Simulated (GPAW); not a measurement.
Crystal: Ni.

```
Ni
1.0
     0.00000    1.73757    1.73757
     1.73757    0.00000    1.73757
     1.73757    1.73757    0.00000
Ni
1
Direct
  0.00000 0.00000 0.00000
```

```yaml
Program: GPAW 26.7.0
Task: relaxation of cell and atoms
Functional: PBEsol
Dispersion: D3(BJ)
Potentials_or_basis: PAW data sets generated in the run's folder for this functional
Cutoff: 600 eV
Basis: pw
k_mesh: 13 × 13 × 13
Occupations: fermi-dirac, width 0.05 eV
Spin: collinear spin, ferromagnetic start
Starting_moments: "[1.0] μB"
```

At the start: pressure -6.0 GPa; volume 10.49 Å³/atom.

Question: Where does the relaxation end?

Answer: Over 3 steps the energy falls by 5.1 meV/atom and the volume is 10.23 Å³/atom (-2.5 %); space group Fm-3m (No. 225, to 0.05 Å); moment 0.63 μB per cell.

The path:
| step | energy change (eV) | largest force (eV/Å) | pressure (GPa) | volume (Å³) |
| --- | --- | --- | --- | --- |
| 1 | 0.0000 | 0.0000 | -5.97 | 10.49 |
| 2 | -0.0045 | 0.0000 | -2.06 | 10.32 |
| 3 | -0.0051 | 0.0000 | 0.08 | 10.23 |

Final structure:
```
Ni
1.0
     0.00000    1.72294    1.72294
     1.72294    0.00000    1.72294
     1.72294    1.72294    0.00000
Ni
1
Direct
  0.00000 0.00000 0.00000
```

Caveat: each step starts from the last one's moments, so a moment once lost doesn't come back; the stock nickel data set gives pressures a few GPa off other programs; later steps reuse the first step's grids; pairwise dispersion overbinds metals, which lowers pressure and volume.
